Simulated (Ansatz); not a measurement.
# Y: clamped-ion strain scan

Level of theory: DFT PBE, scalar-relativistic, plane waves, PAW in Ansatz 0.2.0. Settings: plane waves to 420 eV, k-mesh 18×18×8 (Γ-centred), Gaussian smearing 0.15 eV. No spin polarisation. Energies are free energies at this smearing, counted from the undisturbed cell; pressure is positive in compression.

The undisturbed cell (as given, not relaxed at this level; it stands at -0.4 GPa):

```
Y
1.0
     3.65150    0.00000    0.00000
    -1.82575    3.16229    0.00000
     0.00000    0.00000    5.74740
Y
2
Cartesian
  0.0000 2.1082 1.4368
  1.8257 1.0541 4.3106
```

The cell is strained by ε times the Voigt pattern (0, 0, 0, 1, 0, 0) (xx, yy, zz, yz, xz, xy; engineering shear) with fractional coordinates fixed. The cell is metallic on the mesh throughout.

```json
{"ε": "-0.0600", "ΔE (meV/atom)": "8.8"}
{"ε": "-0.0300", "ΔE (meV/atom)": "2.2"}
{"ε": "0.0000", "ΔE (meV/atom)": "0.0"}
{"ε": "0.0075", "ΔE (meV/atom)": "0.1"}
{"ε": "0.0150", "ΔE (meV/atom)": "0.5"}
{"ε": "0.0225", "ΔE (meV/atom)": "1.2"}
{"ε": "0.0375", "ΔE (meV/atom)": "3.4"}
{"ε": "0.0450", "ΔE (meV/atom)": "4.9"}
{"ε": "0.0525", "ΔE (meV/atom)": "6.7"}
```

By symmetry 0.0600 repeats -0.0600, -0.0450 repeats 0.0450, 0.0300 repeats -0.0300, -0.0150 repeats 0.0150 in energy, with the opposite slope along the path.